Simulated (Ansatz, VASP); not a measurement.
## Two plane-wave programs on BeS

File INCAR:

```
SYSTEM = BeS
PREC = Accurate
ENCUT = 520
EDIFF = 1E-6
ISMEAR = 0
SIGMA = 0.05
LREAL = .False.
LASPH = .True.
NELM = 80
ALGO = Normal
ISIF = 2
LWAVE = .False.
LCHARG = .False.
GGA = PE
NBANDS = 11
```

Contents of KPOINTS:

```
Automatic mesh
0
Gamma
  8 8 8
  0 0 0
```

POSCAR

```
BeS
1.0
    0.0000000000      2.4977500000      2.4613750000
    2.4977500000      0.0000000000      2.4613750000
    2.4977500000      2.4977500000      0.0000000000
Be S
1 1
Direct
    0.0000000000      0.0000000000      0.0000000000
    0.7500000000      0.7500000000      0.7500000000
```

Input for Ansatz:

```yaml
crystal:
  lattice:
    - [0.0, 2.49775, 2.461375]
    - [2.49775, 0.0, 2.461375]
    - [2.49775, 2.49775, 0.0]
  atoms:
    - { symbol: Be, position: [0.0, 0.0, 0.0] }
    - { symbol: S, position: [0.75, 0.75, 0.75] }
basis:
  ecutwfc: 420
kpoints:
  mp_grid: { grid: [8, 8, 8] }
hamiltonian:
  xc: pbe
scf:
  occupations: { method: gaussian, width: 0.05 }
output:
  forces: true
  stress: true
  eigenvalues: true
```

Change from the starting cell: strain +0.030 along x and y, +0.015 along z, atoms carried along.

Alike in both runs: task single point; functional PBE; k mesh 8 × 8 × 8; occupations gaussian, width 0.05 eV; no spin polarisation.

|  | VASP | Ansatz |
| --- | --- | --- |
| version | VASP 6.6.1 | Ansatz 0.2.0 |
| potentials or method | VASP PAW PBE potentials, release 64 (Be, S) | scalar-relativistic, plane waves, PAW |
| plane-wave cutoff (eV) | 520 | 420 |
| valence electrons in the cell | 8 | 8 |

|  | VASP | Ansatz | Ansatz less VASP |
| --- | --- | --- | --- |
| gap on the k mesh at the Fermi level (eV) | 3.15 | 3.15 | -0.001 |
| least direct gap on the mesh (eV) | 5.23 | 5.23 | +0.001 |
| pressure (GPa) | -4.8 | -4.8 | -0.01 |
| largest component of the traceless stress (GPa) | 0.89 | 0.89 | +0.003 |

The functional is the same, so the differences come from potentials, cutoffs and numerics.

A k mesh can miss the band edges.
